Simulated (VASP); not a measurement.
Runs of VASP 6.6.1 on PbS (Galena). It takes space group Fm-3m (No. 225, cubic). The conventional cell has a = 5.975 Å, b = 5.975 Å, c = 5.975 Å, α = 90.00°, β = 90.00°, γ = 90.00°. Pb (site symmetry m-3m) has 6 S at 2.99 Å as nearest neighbours. Around S (site symmetry m-3m) lie 6 Pb at 2.99 Å. 

| task | cell | gap on the mesh (eV) | pressure (GPa) |
| --- | --- | --- | --- |
| relaxation of the atoms | atoms relaxed from: a relaxed cell with its volume scaled by 1.02 | (b) | -1.1 |
| relaxation of the atoms | atoms relaxed from: a relaxed cell with its volume scaled by 0.94 | 0.46 | 4.1 |
| relaxation of the atoms | atoms relaxed | 0.70 | 0.0 |
| relaxation of cell and atoms | relaxed | 0.70 | 0.0 |
| relaxation of the atoms | atoms relaxed from: a relaxed cell with its volume scaled by 1.04 | 0.84 | -2.1 |
| relaxation of the atoms | atoms relaxed from: a relaxed cell with its volume scaled by 0.96 | 0.55 | 2.6 |
| relaxation of the atoms | atoms relaxed from: a relaxed cell with its volume scaled by 0.98 | (a) | 1.2 |
| relaxation of the atoms | atoms relaxed from: a relaxed cell with its volume scaled by 1.06 | 0.90 | -3.0 |

Alike in all rows: level r2SCAN; potentials or basis VASP PAW PBE potentials, release 64 (Pb_d, S); no spin polarisation; k mesh 8 × 8 × 8; cutoff (eV) 600; smearing gaussian 0.03 eV.

Q: Fill in the values left out.

A: (a) 0.63; (b) 0.77.

Caveats: the relaxation stopped at its first step, so nothing moved; the PAW data sets were made with another functional, which shifts forces and pressure a little; spin-orbit coupling is left out, which as a rule narrows the gap of such compounds by several tenths of an eV.

A k mesh can miss the band edges, and the runs leave out spin-orbit coupling on Pb.
